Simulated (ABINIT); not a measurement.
## SnTe in ABINIT: the effect of functional

SnTe:

```xyz
2
Lattice="0.0000 3.1509 3.1509 3.1509 0.0000 3.1509 3.1509 3.1509 0.0000" Properties=species:S:1:pos:R:3 pbc="T T T"
Te    3.1509    3.1509    3.1509
Sn    0.0000    0.0000    0.0000
```

Alike in all runs:

```yaml
Program: ABINIT 10.8.3 (patched build)
Task: single point
Potentials_or_basis: JTH PAW PBE v2.0
Cutoff: 707 eV
k_mesh: 7 × 7 × 7
Occupations: fermi-dirac, width 0.05 eV
Spin: no spin polarisation
```

**Question.** One run gave: pressure 5.8 GPa. Which functional did it use?
A. revPBE
B. RPBE
C. PW91
D. PBEsol
E. BLYP

**Answer.** E.

| functional | pressure (GPa) |
| --- | --- |
| LDA | -1.8 |
| PBEsol | -0.7 |
| RPBE | 3.3 |
| BLYP | 5.8 |
| AM05 | -0.4 |
| r2SCAN | 1.2 |
| SCAN | 0.5 |
| revPBE | 2.9 |
| PW91 | 1.9 |
| WC | -0.5 |

Caveats: the PAW data sets were made with another functional, which shifts forces and pressure a little.

Runs at the PBE level aren't shown here.
